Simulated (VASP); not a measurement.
# TaN (P6_3/mmc) in VASP: further runs, part 2 of 2

VASP 6.6.1. The steps go on from the part before.

## (4) Relaxation of cell and atoms, RPBE+D3(BJ)

INCAR reads:

```
SYSTEM = TaN
ALGO     = Normal         ! electronic algorithm
EDIFF    = 1E-6           ! SCF threshold, eV
EDIFFG   = -0.01          ! ionic threshold
ENCUT    = 600            ! plane-wave cutoff, eV
GGA      = RP             ! functional
IBRION   = 2              ! ionic algorithm
ISIF     = 3              ! what is computed and relaxed
ISMEAR   = -1             ! smearing method
IVDW     = 12             ! dispersion correction
LASPH    = .True.         ! aspherical terms in the spheres
LCHARG   = .False.        ! write CHGCAR
LREAL    = .False.        ! projectors in reciprocal space
LWAVE    = .False.        ! write WAVECAR
NELM     = 100            ! most SCF steps
NSW      = 40             ! ionic steps
PREC     = Accurate       ! precision mode
SIGMA    = 0.05           ! smearing width, eV
```

KPOINTS reads:

```
k-points
0
Gamma
  10 10 5
  0 0 0
```

POSCAR reads:

```
TaN
1.0
    2.9217699809      0.0000000000      0.0000000000
   -1.4608849905      2.5303270275      0.0000000000
    0.0000000000      0.0000000000      5.9165150000
Ta N
2 2
Direct
    0.0000000000      0.0000000000      0.5000000000
    0.0000000000      0.0000000000      0.0000000000
    0.3333333333      0.6666666667      0.2500000000
    0.6666666667      0.3333333333      0.7500000000
```

On the command line:

```
$ cat potpaw_PBE.64/Ta_pv/POTCAR potpaw_PBE.64/N/POTCAR > POTCAR
$ mpirun -np 1 vasp_std > vasp.out
```

Wall time 76 s (1 thread of Intel Xeon 6975P-C (Granite Rapids), shared host); peak memory 0.21 GiB.

Results (log left out):

| Item | Value |
| --- | --- |
| Free energy | -53.4026 eV |
| Relaxed volume | 9.79 Å³/atom |
| Relaxed cell | a = 2.811 Å, b = 2.811 Å, c = 5.722 Å, α = 90.00°, β = 90.00°, γ = 120.00° |
| Space group after relaxing (to 0.05 Å) | P6_3/mmc (No. 194) |
| Energy gained by relaxing | 146.9 meV/atom |
| Ionic steps | 7 |
| Pressure after relaxing | 0.0 GPa |
| Band gap on the k mesh | none (metal or under the smearing width) |
| Dispersion energy per atom | -3.043 eV |

The path:
```
step  energy change (eV)  largest force (eV/Å)  pressure (GPa)  volume (Å³)
   1              0.0000                0.0000          -37.29        43.74
   2              4.6075                0.0000          220.14        29.53
   3             -0.5777                0.0000           -4.95        39.65
   4             -0.5842                0.0000           -1.55        39.32
   5             -0.5849                0.0000           -0.07        39.18
   6             -0.5849                0.0000            0.04        39.13
   7             -0.5877                0.0000           -0.03        39.16
```

Final structure:
```
Ta N
1.0
     2.81100    0.00000    0.00000
    -1.40550    2.43440    0.00000
     0.00000    0.00000    5.72190
Ta N
2 2
Direct
  0.00000 0.00000 0.50000
  0.00000 0.00000 0.00000
  0.33333 0.66667 0.25000
  0.66667 0.33333 0.75000
```

Levels at points of the mesh, in eV from the Fermi level:
| k point | band 14 | band 15 | band 16 | band 17 | band 18 | band 19 |
| --- | --- | --- | --- | --- | --- | --- |
| (0.00, 0.00, 0.00) | -2.11 | -2.11 | -0.27 | -0.27 | 0.65 | 0.65 |
| (0.50, 0.00, 0.00) | -4.16 | -2.93 | -2.46 | 3.27 | 4.82 | 5.66 |

Caveat: the PAW data sets were made with another functional, which shifts forces and pressure a little; pairwise dispersion overbinds metals, which lowers pressure and volume. Spin-orbit coupling is left out, which matters for the levels of Ta.

## (5) Relaxation of cell and atoms, RPBE+D4

INCAR reads:

```
PREC     = Accurate       # precision mode
ENCUT    = 600            # plane-wave cutoff, eV
EDIFF    = 1E-7           # SCF threshold, eV
ISMEAR   = -1             # smearing method
SIGMA    = 0.05           # smearing width, eV
LREAL    = False          # projectors in reciprocal space
LASPH    = True           # aspherical terms in the spheres
NELM     = 100            # most SCF steps
ALGO     = Normal         # electronic algorithm
ISIF     = 3              # what is computed and relaxed
LWAVE    = False          # write WAVECAR
LCHARG   = False          # write CHGCAR
GGA      = RP             # functional
IVDW     = 13             # dispersion correction
IBRION   = 2              # ionic algorithm
NSW      = 40             # ionic steps
EDIFFG   = -0.02          # ionic threshold
```

KPOINTS reads:

```
regular mesh
0
Gamma
  10 10 5
```

POSCAR is that of step 4.

Potentials or basis: VASP PAW PBE potentials, release 64 (Ta_pv, N).

On the command line:

```
$ cat potpaw_PBE.64/Ta_pv/POTCAR potpaw_PBE.64/N/POTCAR > POTCAR
$ mpirun -np 1 vasp_std > vasp.out
```

OUTCAR:

```text
PREC = Accurate
   ENCUT = 600
   EDIFF = 1E-7
   ISMEAR = -1
   LREAL = False
   LASPH = True
   NELM = 100
   ISIF = 3
   GGA = RP
   IVDW = 13
   IBRION = 2
   NSW = 40
   EDIFFG = -0.02

 ion  position               nearest neighbor table
   1  0.000  0.000  0.500-   3 2.24   4 2.24   4 2.24   3 2.24   4 2.24   3 2.24   2 2.96   2 2.96

   2  0.000  0.000  0.000-   3 2.24   4 2.24   4 2.24   3 2.24   4 2.24   3 2.24   1 2.96   1 2.96

   3  0.333  0.667  0.250-   1 2.24   2 2.24   1 2.24   2 2.24   1 2.24   2 2.24
   4  0.667  0.333  0.750-   1 2.24   2 2.24   1 2.24   2 2.24   1 2.24   2 2.24

  LATTYP: Found a hexagonal cell.
 ALAT       =     2.9217699809
 C/A-ratio  =     2.0249763119

  Lattice vectors:

 A1 = (   2.9217699809,   0.0000000000,   0.0000000000)
 A2 = (  -1.4608849905,   2.5303270275,   0.0000000000)
 A3 = (   0.0000000000,   0.0000000000,   5.9165150000)

Analysis of symmetry for initial positions (statically):
=====================================================================
 Subroutine PRICEL returns:
 Original cell was already a primitive cell.

 Routine SETGRP: Setting up the symmetry group for a
 hexagonal supercell.

 Subroutine GETGRP returns: Found 24 space group operations
 (whereof 12 operations were pure point group operations)
 out of a pool of 24 trial point group operations.

The static configuration has the point symmetry D_3d.
 The point group associated with its full space group is D_6h.

Analysis of symmetry for dynamics (positions and initial velocities):
=====================================================================
 Subroutine PRICEL returns:
 Original cell was already a primitive cell.

 Routine SETGRP: Setting up the symmetry group for a
 hexagonal supercell.

 Subroutine GETGRP returns: Found 24 space group operations
 (whereof 12 operations were pure point group operations)
 out of a pool of 24 trial point group operations.

The dynamic configuration has the point symmetry D_3d.
 The point group associated with its full space group is D_6h.

 Subroutine INISYM returns: Found 24 space group operations
 (whereof 12 operations are pure point group operations),
 and found     1 'primitive' translations

----------------------------------------------------------------------------------------

                                     Primitive cell

  volume of cell :      43.7410

  direct lattice vectors                    reciprocal lattice vectors
     2.921769981  0.000000000  0.000000000     0.342258291  0.197602916  0.000000000
    -1.460884991  2.530327027  0.000000000     0.000000000  0.395205833  0.000000000
     0.000000000  0.000000000  5.916515000     0.000000000  0.000000000  0.169018417

  length of vectors
     2.921769981  2.921769981  5.916515000     0.395205833  0.395205833  0.169018417

  position of ions in fractional coordinates (direct lattice)
     0.000000000  0.000000000  0.500000000
     0.000000000  0.000000000  0.000000000
     0.333333333  0.666666667  0.250000000
     0.666666667  0.333333333  0.750000000

  ion indices of the primitive-cell ions
   primitive index   ion index
                 1           1
                 2           2
                 3           3
                 4           4

----------------------------------------------------------------------------------------

 KPOINTS: regular mesh

Automatic generation of k-mesh.
 Grid dimensions read from file:
 generate k-points for:   10   10    5

 Generating k-lattice:

  Cartesian coordinates                     Fractional coordinates (reciprocal lattice)
     0.034225829  0.019760292  0.000000000     0.100000000  0.000000000  0.000000000
     0.000000000  0.039520583  0.000000000     0.000000000  0.100000000  0.000000000
     0.000000000  0.000000000  0.033803683     0.000000000  0.000000000  0.200000000

  Length of vectors
     0.039520583  0.039520583  0.033803683

  Shift w.r.t. Gamma in fractional coordinates (k-lattice)
     0.000000000  0.000000000  0.000000000

 Subroutine IBZKPT returns following result:
 ===========================================

 Found     42 irreducible k-points:

 Following reciprocal coordinates:
            Coordinates               Weight
  0.000000  0.000000  0.000000      1.000000
  0.100000  0.000000  0.000000      6.000000
  0.200000  0.000000  0.000000      6.000000
  0.300000  0.000000  0.000000      6.000000
  0.400000  0.000000  0.000000      6.000000
  0.500000  0.000000  0.000000      3.000000
[... 16 lines left out ...]
  0.300000  0.100000  0.200000     24.000000
  0.400000  0.100000  0.200000     24.000000
 [... further k-points ...]
   k-points           NKPTS =     42   k-points in BZ     NKDIM =     42   number of bands    NBANDS=     20
   number of dos      NEDOS =    301   number of ions     NIONS =      4
   total plane-waves  NPLWV =  27648
   dimension x,y,z NGX =    24 NGY =   24 NGZ =   48
   dimension x,y,z NGXF=    48 NGYF=   48 NGZF=   96
   ions per type =               2   2
   NGX,Y,Z   is equivalent  to a cutoff of  13.66, 13.66, 13.49 a.u.
   NGXF,Y,Z  is equivalent  to a cutoff of  27.31, 27.31, 26.97 a.u.
 SYSTEM =  unknown system
   PREC   = accura    normal or accurate (medium, high low for compatibility)
   ISTART =      0    job   : 0-new  1-cont  2-samecut
   ICHARG =      2    charge: 1-file 2-atom 10-const
   ISPIN  =      1    spin polarized calculation?
   LNONCOLLINEAR =      F non collinear calculations
   LSORBIT =      F    spin-orbit coupling
   LASPH  =      T    aspherical Exc in radial PAW
   ENCUT  =  600.0 eV  44.10 Ry    6.64 a.u.   5.84  5.84 11.82*2*pi/ulx,y,z
   NELM   =    100;   NELMIN=  2; NELMDL= -5     # of ELM steps
   EDIFF  = 0.1E-06   stopping-criterion for ELM
   LREAL  =      F    real-space projection
   EDIFFG = -.2E-01   stopping-criterion for IOM
   NSW    =     40    number of steps for IOM
   IBRION =      2    ionic relax: 0-MD 1-quasi-New 2-CG
   NFREE  =      1    steps in history (QN), initial steepest desc. (CG)
   ISIF   =      3    stress and relaxation
   ISYM   =      2    0-nonsym 1-usesym 2-fastsym
   POTIM  = 0.5000    time-step for ionic-motion
   TEBEG  =    0.0;   TEEND  =   0.0 temperature during run
   PSTRESS=    0.0 pullay stress
   NELECT =      32.0000    total number of electrons
   NUPDOWN=      -1.0000    fix difference up-down
   EMIN   =  10.00;   EMAX   =-10.00  energy-range for DOS
   EFERMI =   0.00;   METHOD = LEGACY
   ISMEAR =    -1;   SIGMA  =   0.05  broadening in eV -4-tet -1-fermi 0-gaus
   EFERMI_NEDOS =   21; number of points for ismear=-14 and -15
   IALGO  =     38    algorithm
   IMIX   =      4    mixing-type and parameters
     AMIX     =   0.40;   BMIX     =  1.00
     AMIX_MAG =   1.60;   BMIX_MAG =  1.00
  volume/ion in A,a.u.               =      10.94        73.79
  Fermi-wavevector in a.u.,A,eV,Ry     =   1.475124  2.787581 29.606163  2.175992
  Thomas-Fermi vector in A             =   2.589812
   LORBIT       =      0    0 simple, 1 ext, 2 COOP (PROOUT), +10 PAW based schemes
   GGA     = RP    functional components
   LHFCALC =     F    Hartree Fock is set to
   AEXX    =    0.0000 exact exchange contribution
   IVDW    =    13    specifies the selected vdW correction
   LEPSILON=     F    determine dielectric tensor
   LRPA    =     F    only Hartree local field effects (RPA)
 conjugate gradient relaxation of ions
 non-spin polarized calculation
  energy-cutoff  :      600.00
  volume of cell :       43.74
 maximum number of plane-waves:      1476
 NGX is ok and might be reduce to    24
   NGX = 11   NGY = 11   NGZ = 23

--------------------------------------- Ionic step        1  -------------------------------------------

 number of electron      32.0000005 magnetization

 Free energy of the ion-electron system (eV)
  ---------------------------------------------------
  ext. energy  EPLUGINS =         0.00000000
  ---------------------------------------------------
  free energy    TOTEN  =       -41.95143165 eV

  energy without entropy =      -41.94142322  energy(sigma->0) =      -41.94642744

------------------------ aborting loop because EDIFF is reached ----------------------------------------

  DFT-D4 for vdW energy calculation

  Edisp (eV):   -2.39575
[... 201 lines left out ...]
--------------------------------------- Ionic step        6  -------------------------------------------

 number of electron      32.0000001 magnetization

 Free energy of the ion-electron system (eV)
  ---------------------------------------------------
  ext. energy  EPLUGINS =         0.00000000
  ---------------------------------------------------
  free energy    TOTEN  =       -41.91615232 eV

  energy without entropy =      -41.90627371  energy(sigma->0) =      -41.91121302

 E-fermi :   8.4088     XC(G=0): -13.3016

 val. band max:        8.3784556123   @ k =   0.1000   0.1000   0.4000
 cond. band min:       8.4231283074   @ k =   0.1000   0.0000   0.2000
 fundamental gap:      0.0446726951
 Fermi energy:         8.4087834063

 k-point     1 :       0.0000    0.0000    0.0000
  band No.  band energies     occupation
      1     -27.2379      2.00000
      2     -26.4577      2.00000
      3     -26.1843      2.00000
      4     -26.1843      2.00000
      5     -26.1210      2.00000
      6     -26.1210      2.00000
[... 541 lines left out ...]
     19      12.4110      0.00000
     20      13.2767      0.00000

 [... further k-points ...]

------------------------ aborting loop because EDIFF is reached ----------------------------------------

  DFT-D4 for vdW energy calculation

  Edisp (eV):   -2.44541
[... 27 lines left out ...]
  FREE ENERGIE OF THE ION-ELECTRON SYSTEM (eV)
  ---------------------------------------------------
  free  energy   TOTEN  =       -44.3615613756 eV

  energy  without entropy=      -44.3516827676  energy(sigma->0) =      -44.35662207

 reached required accuracy - stopping structural energy minimisation
```

Run time: 66 s. Hardware: 1 thread of Intel Xeon 6975P-C (Granite Rapids), shared host; peak memory 0.2 GiB.

What came out:

```yaml
Free_energy: -44.3616 eV
Relaxed_volume: 10.74 Å³/atom
Relaxed_cell: a = 2.901 Å, b = 2.901 Å, c = 5.891 Å, α = 90.00°, β = 90.00°, γ = 120.00°
Space_group_after_relaxing_to_0.05_Å: P6_3/mmc (No. 194)
Energy_gained_by_relaxing: 3.6 meV/atom
Ionic_steps: 6
Pressure_after_relaxing: 0.1 GPa
Band_gap_on_the_k_mesh: none (metal or under the smearing width)
Dispersion_energy_per_atom: -0.611 eV
```

Step by step:
| step | energy change (eV) | largest force (eV/Å) | pressure (GPa) | volume (Å³) |
| --- | --- | --- | --- | --- |
| 1 | 0.0000 | 0.0000 | -5.71 | 43.74 |
| 2 | 0.0550 | 0.0000 | 14.09 | 41.32 |
| 3 | -0.0142 | 0.0000 | -0.03 | 42.97 |
| 4 | -0.0142 | 0.0000 | 0.09 | 42.95 |
| 5 | -0.0143 | 0.0000 | 0.03 | 42.95 |
| 6 | -0.0144 | 0.0000 | 0.05 | 42.95 |

Final structure:
```
CELL_PARAMETERS angstrom
2.90150 0.00000 0.00000
-1.45075 2.51277 0.00000
0.00000 0.00000 5.89138
ATOMIC_POSITIONS crystal
Ta 0.00000 0.00000 0.50000
Ta 0.00000 0.00000 0.00000
N 0.33333 0.66667 0.25000
N 0.66667 0.33333 0.75000
```

Caveat: the PAW data sets were made with another functional, which shifts forces and pressure a little; pairwise dispersion overbinds metals, which lowers pressure and volume. Spin-orbit coupling is left out, which matters for the levels of Ta.

## (6) Summary

```tsv
level	gap on the mesh (eV)	pressure (GPa)	relaxed volume (Å³/atom)
PBEsol+rVV10	none	0.0	10.60
RPBE+D3	none	0.0	10.78
RPBE+D3(BJ)	none	0.0	9.79
RPBE+D4	none	0.1	10.74
```

Alike in all rows: task relaxation of cell and atoms; potentials or basis VASP PAW PBE potentials, release 64 (Ta_pv, N); no spin polarisation; cell relaxed; k mesh 10 × 10 × 5; cutoff (eV) 600; smearing fermi-dirac 0.05 eV.

Caveats: the PAW data sets were made with another functional, which shifts forces and pressure a little; pairwise dispersion overbinds metals, which lowers pressure and volume.

Absolute energies hang on the potentials; compare differences alone.
